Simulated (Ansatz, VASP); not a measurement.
## CoO: VASP beside Ansatz

The input INCAR:

```
SYSTEM = CoO
PREC     = Accurate       ! precision mode
ENCUT    = 520            ! plane-wave cutoff, eV
EDIFF    = 1E-7           ! SCF threshold, eV
ISMEAR   = -1             ! smearing method
SIGMA    = 0.05           ! smearing width, eV
LREAL    = .False.        ! projectors in reciprocal space
LASPH    = .True.         ! aspherical terms in the spheres
NELM     = 150            ! most SCF steps
ALGO     = Normal         ! electronic algorithm
ISIF     = 2              ! what is computed and relaxed
LWAVE    = .False.        ! write WAVECAR
LCHARG   = .False.        ! write CHGCAR
ISPIN    = 2              ! spin polarisation
MAGMOM   = 2 2 0 0        ! initial moments
LORBIT   = 11             ! projections on sites
LMAXMIX  = 4              ! l up to which the mixer works
GGA      = PE             ! functional
NBANDS   = 27             ! bands
```

File KPOINTS:

```
regular mesh
0
Gamma
  12 6 9
  0 0 0
```

The input POSCAR:

```
CoO
1.0
    3.1015395409      0.0000000000      0.0000000000
    0.0000000000      4.2292103447      0.0000000000
   -2.8967677778      0.0000000000      3.0989628869
Co O
2 2
Direct
    0.0000000000      0.2519510000      0.2500000000
    0.0000000000      0.7480490000      0.7500000000
    0.0000000000      0.2493930000      0.7500000000
    0.0000000000      0.7506070000      0.2500000000
```

input.yaml

```yaml
crystal:
  lattice:
    - [3.1015395409, 0.0, 0.0]
    - [0.0, 4.2292103447, 0.0]
    - [-2.8967677778, 0.0, 3.0989628869]
  atoms:
    - { symbol: Co, position: [0.0, 0.251951, 0.25], spin: 2.0 }
    - { symbol: Co, position: [0.0, 0.748049, 0.75], spin: 2.0 }
    - { symbol: O, position: [0.0, 0.249393, 0.75] }
    - { symbol: O, position: [0.0, 0.750607, 0.25] }
hamiltonian:
  xc: pbe
  pseudopotentials: { kind: paw }
magnetization:
  spin_polarized: true
kpoints:
  mp_grid: { grid: [12, 6, 9] }
scf:
  occupations: { method: fermi_dirac, width: 0.05 }
output:
  forces: true
  stress: true
  eigenvalues: true
  write_density: true
  write_potential: true
  elf: true
  volumetric_format: npy
```

Change from the starting cell: volume scaled by 1.02.

Alike in both runs: task single point; functional PBE; k mesh 12 × 6 × 9; occupations fermi-dirac, width 0.05 eV; collinear spin, ferromagnetic start.

```csv
,VASP,Ansatz
version,VASP 6.6.1,Ansatz 0.2.0
potentials or method,"VASP PAW PBE potentials, release 64 (Co, O)",Ansatz PAW
plane-wave cutoff (eV),520,420
valence electrons in the cell,30,46
```

Ansatz gave:

```
gap on the k mesh at the Fermi level (eV)                     : none
pressure (GPa)                                                : -8.4
largest component of the traceless stress (GPa)               : 0.13
rms of the force components (eV/Å)                            : 0.011
net moment per atom (μB)                                      : 1.46
size of the moment on the site where the two differ most (μB) : 2.48
```

Task: Estimate VASP's values.

Result: gap on the k mesh at the Fermi level (eV): none; pressure (GPa): -8.8; largest component of the traceless stress (GPa): 0.10; rms of the force components (eV/Å): 0.011; net moment per atom (μB): 1.46; size of the moment on the site where the two differ most (μB): 2.57.

Site moments also hang on the region over which each program counts them. Atom by atom the forces differ by 0.001 eV/Å (rms over components). A gap of «none» marks a metal or a gap that the smearing closes. The two sets of potentials don't hold the same shells in valence.

Caveats: semilocal functionals often make such compounds metallic where correlation or magnetic order opens a gap, which also shifts bond lengths; the pressure holds a Pulay correction of +0.7 GPa for the finite cutoff (Ansatz).
